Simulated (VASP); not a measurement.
A run of VASP 6.6.1 is set up as follows.

The input INCAR:

```
SYSTEM = O
AGGAC = 0.0
ALGO = Normal
EDIFF = 1E-6
ENCUT = 400
GGA = MK
ISIF = 2
ISMEAR = 0
ISPIN = 2
ISYM = 0
LASPH = .TRUE.
LCHARG = .FALSE.
LORBIT = 11
LREAL = .FALSE.
LUSE_VDW = .TRUE.
LWAVE = .FALSE.
MAGMOM = 1.1 1.1
NBANDS = 17
NELM = 60
NUPDOWN = 2
PARAM1 = 0.1234
PARAM2 = 0.711357
PREC = Accurate
SIGMA = 0.01
ZAB_VDW = -1.8867
```

KPOINTS

```
k-points
0
G
  1 1 1
  0 0 0
```

POSCAR

```
O                                       
1.0
   11.6260970939      0.0000000000      0.0000000000
    0.0000000000     12.1260970939      0.0000000000
    0.0000000000      0.0000000000     12.6260970939
  O             
     2
Selective dynamics
Direct
     0.5484297130999991    0.5219067479999993    0.5038687910999968   F   F   F
     0.4495703837437242    0.4856070573261271    0.4959722951594220   T   T   T
```

Potentials or basis: VASP PAW PBE potentials, release 64 (O).

Run with:

```bash
$ cat potpaw_PBE.64/O/POTCAR > POTCAR
$ mpirun -np 4 vasp_gam > vasp.out
```

(1) Estimate the largest force.

Results:

(1) 0.072 eV/Å.

Caveat: the standard files for N, O and F lose accuracy on very short bonds; the PAW data sets were made with another functional, which shifts forces and pressure a little; the total moment is fixed, so each spin has its own Fermi level.
